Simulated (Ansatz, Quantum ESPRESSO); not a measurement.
**BP (111), zinc blende: a film clamped to its substrate**

A thin film takes the in-plane lattice of its substrate and is free along the normal. How do the free axis and the stress follow the misfit? The strained cell has c along the film normal; unstrained it is a = 3.1961 Å, b = 3.1961 Å, c = 7.8288 Å, α = 90.00°, β = 90.00°, γ = 120.00°, with 6 atoms.

Calculated with Ansatz 0.2.0, PBEsol, PAW files of the set soft_1, cutoff 600 eV, Fermi–Dirac smearing 0.02 eV, k-mesh 10×10×4, no spin polarisation, no spin-orbit coupling.

Relaxed positions at 0 %:

```csv
atom,x,y,z
P,0.0000,0.0000,0.7500
P,0.3333,0.6667,0.0833
P,0.6667,0.3333,0.4167
B,0.0000,0.0000,0.0000
B,0.3333,0.6667,0.3333
B,0.6667,0.3333,0.6667
```

```
ε∥ (%)   a (Å)   c (Å)  ε⊥ (%)  σ (GPa, tension positive)
    −3  3.1002  7.8825   0.686                     −15.43
    −1  3.1641  7.8459   0.219                      −4.76
     0  3.1961  7.8288   0.000                      −0.02
     1  3.2281  7.8130  −0.202                       4.35
     2  3.2600  7.7978  −0.396                       8.36
     3  3.2920  7.7831  −0.584                      12.02
```

**Question.** Fit both responses and give the free strain and the stress at −2 %, a row left out above.

Least squares with y = y0 + y1 ε + y2 ε² (ε in %) gives ε⊥ = 0.002 + (−0.2113) ε + (0.0055) ε² and σ = −0.02 + (4.572) ε + (−0.187) ε² GPa. The linear terms put the ratio of free to applied strain at −0.211 and the biaxial modulus at 457 GPa.

At −2 % the free strain comes out as 0.447 %. The run itself gives 0.447 %, so the estimate misses by 0.000 %, a rounding's worth.

The stress comes out as −9.91 GPa. The run itself gives −9.89 GPa, so the estimate misses by 0.02 GPa; the fitted rows themselves lie up to 0.02 GPa off the law.

The negative ε² term means that the crystal stiffens in compression and softens in tension.

The same fit over all rows at other levels or in other programs gives the strain ratio = −0.212 with PBEsol (Quantum ESPRESSO, GBRV).

[Logs are printed without paths, hosts, clocks, repeated set-up lines and the standing remarks that a program may print on its own settings, such as how far it seeks lower states.]
